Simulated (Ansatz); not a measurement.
Space group Fm-3m (No. 225). a = 4.586 Å, b = 4.586 Å, c = 4.586 Å, α = 90.00°, β = 90.00°, γ = 90.00°
```json
{"atom": "Zr", "site": "4b", "symmetry": "m-3m", "x": "0.5000", "y": "0.0000", "z": "0.0000"}
{"atom": "N", "site": "4a", "symmetry": "m-3m", "x": "0.0000", "y": "0.0000", "z": "0.0000"}
```

Equation of state of this ZrN structure (not necessarily the ground state), with shape and atoms relaxed at each volume where symmetry leaves them free. It has no gap at any of these volumes. The calculation used DFT r2SCAN, scalar-relativistic, plane waves, PAW in Ansatz 0.2.0.

Cutoff 500 eV; k points 16×16×16 on the computed 2-atom cell (Γ-centred); Gaussian smearing, width 0.10 eV; no spin polarisation.

| V (Å³/atom) | E − E(largest V) (meV/atom) | P (GPa) |
| --- | --- | --- |
| 11.334 | 7.23 | 18.50 |
| 11.696 | -22.94 | 8.51 |
| 12.058 | -32.25 | -0.03 |
| 12.419 | -23.73 | -7.31 |
| 12.781 | 0.00 | -13.53 |

**Question.** Fit a third-order Birch–Murnaghan equation to E(V).

**Answer.** V0 = 12.06 Å³/atom, B0 = 263 GPa, B0' = 4.3.

Spin polarisation was left out, and a magnetic state may lie lower.

Cost: 5 runs of about 0.8 core-minutes in all, on Arm Neoverse V1 (shared hosts).